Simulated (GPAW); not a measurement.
# Ta (Im-3m) in GPAW: equation of state

How stiff is Ta in PBE, and what volume does it want? The cell is scaled to several volumes.

Program: GPAW 26.7.0. These are calculated values, not measurements. Logs are shortened: lines on timing, memory, paths and dates and some standing lists are left out, and cuts for length are marked. The log counts tension as positive stress, the text compression.

**The experiment to reproduce.**

From “Pressure effects on the electronic structure and superconductivity of (TaNb)0.67(HfZrTi)0.33 high entropy alloy”, 2019, arxiv:1910.08312, for a bulk crystal of Ta: bulk modulus 194 GPa.

The results are compared with them further down.

## 1. Starting point

Symmetry: Im-3m, No. 229, cubic system. The conventional cell has a = 3.303 Å, b = 3.303 Å, c = 3.303 Å, α = 90.00°, β = 90.00°, γ = 90.00°. Ta (site symmetry m-3m) has 8 Ta at 2.86 Å as nearest neighbours.

## 2. Equation of state, PBE

run.py

```python
from ase import Atoms
from ase.eos import EquationOfState
from ase.io import Trajectory
from ase.units import GPa
from gpaw import GPAW, PW

atoms = Atoms(['Ta'],
              cell=[[-1.65128, 1.65128, 1.65128],
                    [1.65128, -1.65128, 1.65128],
                    [1.65128, 1.65128, -1.65128]],
              scaled_positions=[[0.0, 0.0, 0.0]],
              pbc=True)

traj = Trajectory('eos.traj', 'w')
volumes, energies = [], []
for x in [0.94, 0.96, 0.98, 1.0, 1.02, 1.04, 1.06]:
    a = atoms.copy()
    a.set_cell(atoms.cell * x**(1 / 3), scale_atoms=True)
    calc = GPAW(mode=PW(600),
                xc='PBE',
                kpts={'size': (11, 11, 11), 'gamma': True},
                occupations={'name': 'fermi-dirac', 'width': 0.05},
                nbands=15,
                convergence={'density': 1e-05, 'energy': 1e-05},
                maxiter=150,
                txt=f'eos-{x:.2f}.txt')
    a.calc = calc
    energies.append(a.get_potential_energy(force_consistent=True))
    volumes.append(a.get_volume())
    p = -a.get_stress()[:3].mean() / GPa
    calc.write(f'eos-{x:.2f}.gpw')
    traj.write(a)
    print(f'{x:.2f} {volumes[-1]:10.4f} A^3 {energies[-1]:14.6f} eV {p:9.3f} GPa', flush=True)

v0, e0, B = EquationOfState(volumes, energies, eos='birchmurnaghan').fit()
print(f'V0 = {v0:.4f} A^3, E0 = {e0:.6f} eV, B0 = {B / GPa:.2f} GPa')
```

Potentials or basis: GPAW PAW data sets (gpaw-data 1.2.1), pw.

Launch:

```console
OMP_NUM_THREADS=1 python run.py
```

What it wrote:

```text
__  _  _
 | _ |_)|_||  |
 |__||  | ||/\| - 26.7.0

Input parameters:
  mode=PW(ecut=600.0),
  convergence={'density': 1e-05, 'energy': 1e-05},
  kpts=MonkhorstPack(size=(11, 11, 11), gamma=True),
  maxiter=150,
  nbands=15,
  occupations=Occupations(name='fermi-dirac', width=0.05),
  xc=XC(name='PBE')

Diagonalizing LCAO Hamiltonian
Converting LCAO to pw mode

       Ta

Atoms  # Å, Bohr magnetons
|   | symbol |        x |        y |        z |    initial magnetic moments |
|---|--------|----------|----------|----------|-----------------------------|
| 0 |     Ta | 0.000000 | 0.000000 | 0.000000 | ( 0.0000,  0.0000,  0.0000) |

Unit cell  # Å
| periodic |         x |         y |         z |  lengths |     angles |
|----------|-----------|-----------|-----------|----------|------------|
|      yes | -1.617571 |  1.617571 |  1.617571 | 2.801715 | 109.471221 |
|      yes |  1.617571 | -1.617571 |  1.617571 | 2.801715 | 109.471221 |
|      yes |  1.617571 |  1.617571 | -1.617571 | 2.801715 | 109.471221 |

Number of symmetries: 48
Symmetry operations  # r_c * U_cc + t_c -> r_c
|    | kind |            matrix            |
|----|------|------------------------------|
|  0 |  σ   |  1, 1, 1,  0, 0,-1,  0,-1, 0 |
|  1 |  C4  |  1, 1, 1,  0, 0,-1, -1, 0, 0 |
|  2 |  C2  |  1, 1, 1,  0,-1, 0,  0, 0,-1 |
|  3 |  S6  |  1, 1, 1,  0,-1, 0, -1, 0, 0 |
|  4 |  S6  |  1, 1, 1, -1, 0, 0,  0, 0,-1 |
|  5 |  C4  |  1, 1, 1, -1, 0, 0,  0,-1, 0 |
|  6 |  E   |  1, 0, 0,  0, 1, 0,  0, 0, 1 |
|  7 |  σ   |  1, 0, 0,  0, 1, 0, -1,-1,-1 |
|  8 |  σ   |  1, 0, 0,  0, 0, 1,  0, 1, 0 |
|  9 |  C3  |  1, 0, 0,  0, 0, 1, -1,-1,-1 |
| 10 |  C3  |  1, 0, 0, -1,-1,-1,  0, 1, 0 |
| 11 |  σ   |  1, 0, 0, -1,-1,-1,  0, 0, 1 |
| 12 |  σ   |  0, 1, 0,  1, 0, 0,  0, 0, 1 |
| 13 |  C2  |  0, 1, 0,  1, 0, 0, -1,-1,-1 |
| 14 |  C3  |  0, 1, 0,  0, 0, 1,  1, 0, 0 |
| 15 |  S4  |  0, 1, 0,  0, 0, 1, -1,-1,-1 |
| 16 |  S4  |  0, 1, 0, -1,-1,-1,  1, 0, 0 |
| 17 |  C3  |  0, 1, 0, -1,-1,-1,  0, 0, 1 |
| 18 |  C3  |  0, 0, 1,  1, 0, 0,  0, 1, 0 |
| 19 |  S4  |  0, 0, 1,  1, 0, 0, -1,-1,-1 |
| 20 |  σ   |  0, 0, 1,  0, 1, 0,  1, 0, 0 |
| 21 |  C3  |  0, 0, 1,  0, 1, 0, -1,-1,-1 |
| 22 |  C2  |  0, 0, 1, -1,-1,-1,  1, 0, 0 |
| 23 |  S4  |  0, 0, 1, -1,-1,-1,  0, 1, 0 |
| 24 |  C4  |  0, 0,-1,  1, 1, 1,  0,-1, 0 |
| 25 |  σ   |  0, 0,-1,  1, 1, 1, -1, 0, 0 |
| 26 |  S6  |  0, 0,-1,  0,-1, 0,  1, 1, 1 |
| 27 |  C2  |  0, 0,-1,  0,-1, 0, -1, 0, 0 |
| 28 |  C4  |  0, 0,-1, -1, 0, 0,  1, 1, 1 |
| 29 |  S6  |  0, 0,-1, -1, 0, 0,  0,-1, 0 |
| 30 |  S6  |  0,-1, 0,  1, 1, 1,  0, 0,-1 |
| 31 |  C4  |  0,-1, 0,  1, 1, 1, -1, 0, 0 |
| 32 |  C4  |  0,-1, 0,  0, 0,-1,  1, 1, 1 |
| 33 |  S6  |  0,-1, 0,  0, 0,-1, -1, 0, 0 |
| 34 |  σ   |  0,-1, 0, -1, 0, 0,  1, 1, 1 |
| 35 |  C2  |  0,-1, 0, -1, 0, 0,  0, 0,-1 |
| 36 |  C2  | -1, 0, 0,  1, 1, 1,  0, 0,-1 |
| 37 |  S6  | -1, 0, 0,  1, 1, 1,  0,-1, 0 |
| 38 |  S6  | -1, 0, 0,  0, 0,-1,  1, 1, 1 |
| 39 |  C2  | -1, 0, 0,  0, 0,-1,  0,-1, 0 |
| 40 |  C2  | -1, 0, 0,  0,-1, 0,  1, 1, 1 |
| 41 |  i   | -1, 0, 0,  0,-1, 0,  0, 0,-1 |
| 42 |  S4  | -1,-1,-1,  1, 0, 0,  0, 1, 0 |
| 43 |  C3  | -1,-1,-1,  1, 0, 0,  0, 0, 1 |
| 44 |  C3  | -1,-1,-1,  0, 1, 0,  1, 0, 0 |
| 45 |  σ   | -1,-1,-1,  0, 1, 0,  0, 0, 1 |
| 46 |  S4  | -1,-1,-1,  0, 0, 1,  1, 0, 0 |
| 47 |  C2  | -1,-1,-1,  0, 0, 1,  0, 1, 0 |

BZ-sampling:
  Number of BZ points: 1331
  Number of IBZ points: 56

  Monkhorst-Pack size: [11, 11, 11]
  Monkhorst-Pack shift: [0, 0, 0]

K-points  # in reciprocal-cell coordinates
|     |                                coordinates |     weight |
|-----|--------------------------------------------|------------|
|   0 | (  0.00000000,   0.00000000,   0.00000000) | 0.00075131 |
|   1 | (  0.09090909,   0.00000000,   0.00000000) | 0.00901578 |
|   2 | (  0.09090909,   0.09090909,  -0.09090909) | 0.00450789 |
|   3 | (  0.18181818,   0.00000000,  -0.09090909) | 0.01803156 |
|   4 | (  0.18181818,   0.00000000,   0.00000000) | 0.00901578 |
|   5 | (  0.18181818,   0.09090909,  -0.09090909) | 0.01803156 |
|   6 | (  0.18181818,   0.18181818,  -0.18181818) | 0.00450789 |
|   7 | (  0.27272727,  -0.09090909,  -0.09090909) | 0.00601052 |
|   8 | (  0.27272727,   0.00000000,  -0.09090909) | 0.03606311 |
|   9 | (  0.27272727,   0.00000000,   0.00000000) | 0.00901578 |
| ... |                                            |            |
|  55 | (  0.45454545,   0.45454545,   0.45454545) | 0.00601052 |

Plane wave coefficients: 577
Cutoff: 600.0 eV

Spin-components: 1 (collinear spins)
Bands:           15
Projectors:      6
Spin-degeneracy: 2
Datatype:        complex128

Density:
  Valence electrons: 13.0
  Components: 1
  Grid points: [16 16 16]
  Charge: 0.0  # |e|

Potential:
  Grid points: [16 16 16]

species:
  Ta:
    name:    Tantalum
    Z:       73.0
    valence: 13
    core:    60
    charge:  0.0  # [|e|]
    compensation charges:
      type: gauss
      rc: 0.42  # [Å]
      lmax: 2
    cutoffs:
      filter: 2.36  # [Å]
      core: 3.45  # [Å]
    projectors
    | kind |    occ | energy [eV] | rcut [Å] |
    |------|--------|-------------|----------|
    |   5s |  2.000 |     -72.790 |    1.365 |
    |   6s |  2.000 |      -5.429 |    1.365 |
    |   5p |  6.000 |     -39.427 |    1.349 |
    |   6p |  0.000 |      -1.396 |    1.349 |
    |   5d |  3.000 |      -3.603 |    1.307 |
    |    d |        |      23.609 |    1.307 |

    Using partial waves for Ta as LCAO basis

Reference energy: -424172.441401  # eV

eigensolver:
  PPCG
  Converge bands: occupied
  niter=2

density mixing:
  MSR1-Mixer
  Pratt-step length: 0.05
  Maximum mixing coefficient: 0.75
  Old densities: 10
  SVD Regularization: 0.005
  Good broyden scale: 1.0
  Trust region scale: 1.0
  Backstep threshold: 4.0
  History deletion threshold: 6.0
  Fourier metric: weight=20.0, sigma=0.015

occupation numbers:
  Fermi-Dirac:
    width: 0.0500  # eV

poisson solver:
  ecut: 4800.0  # eV

xc functional:
[... 9 lines left out ...]
|iter     | |      energy | eigst |  dens |
|---------|-|-------------|-------|-------|
|iter:   1| |   -9.928175 | -0.08 |       |
|iter:   2| |   -9.905641 | -3.19 | -1.32 |
|iter:   3| |   -9.799258 | -2.13 | -1.36 |
|iter:   4| |   -9.804403 | -3.49 | -2.02 |
|iter:   5| |   -9.806045 | -4.43 | -2.40 |
|iter:   6| |   -9.806047 | -6.77 | -3.88 |
|iter:   7| |   -9.806048c| -7.70c| -4.25 |
|iter:   8| |   -9.806048c| -9.50c| -5.36c|

Converged in 8 steps
Energy contributions relative to reference atoms: (reference = -424172.441401)

Energy contributions:
  Kinetic:          15.839910
  Coulomb:         -14.967438
  Zero:             -0.253582
  External:          0.000000
  Xc:              -10.421948
  Entropy:          -0.005979
  Spinorbit:         0.000000
  ----------------------------
  Free energy:      -9.809037
  Extrapolated:     -9.806048

dipole moment: (-5.806386, -5.806386, -5.806386)  # |e|*Ang

Fermi level: 12.721
Eigenvalues  # (at kpt = [0.000, 0.000, 0.000])
| band index |      eig [eV] | occ [0-2] |
|------------|---------------|-----------|
|          0 |       -54.081 |     2.000 |
|          1 |       -20.140 |     2.000 |
|          2 |       -20.140 |     2.000 |
|          3 |       -20.140 |     2.000 |
|          4 |         4.635 |     2.000 |
|          5 |        13.459 |     0.000 |
|          6 |        13.459 |     0.000 |
|          7 |        13.459 |     0.000 |
|          8 |        16.920 |     0.000 |
|          9 |        16.920 |     0.000 |
|         10 |        27.859 |     0.000 |
|         11 |        27.859 |     0.000 |
|         12 |        27.859 |     0.000 |
|        ... |               |           |
|         14 |        39.724 |     0.000 |

No gap
No difference between direct/indirect transitions

Stress tensor  # eV/Ang^3
|         x |         y |         z |
|-----------|-----------|-----------|
| -0.109101 | -0.000000 | -0.000000 |
| -0.000000 | -0.109101 |  0.000000 |
| -0.000000 |  0.000000 | -0.109101 |

# Writing to eos-0.94.gpw (mode='')
```

Wall time 1.9 min (1 thread of Arm Neoverse N1, shared host); peak memory 0.19 GiB.

What came out:

```
Equilibrium volume                      : 18.27 Å³/atom
Bulk modulus                            : 194 GPa
Pressure derivative of the bulk modulus : 4.3
```

Energy against volume, from the lowest point:
```
volume (Å³/atom)  energy (meV/atom)
          16.930              67.96
          17.290              34.84
          17.650              13.20
          18.010               1.97
          18.371               0.00
          18.731               6.39
          19.091              20.37
```

Spin-orbit coupling is left out, which matters for the levels of Ta. PBE usually gives volumes a little too large and moduli too small.

## 3. How close it comes

Step 2. Measured bulk modulus of Ta: 194 GPa (quoted in “Pressure effects on the electronic structure and superconductivity of (TaNb)0.67(HfZrTi)0.33 high entropy alloy”, 2019, arxiv:1910.08312). This calculation gives 194 GPa (+0.2 %). The fit is for a static lattice scaled at fixed shape and fixed fractional positions.
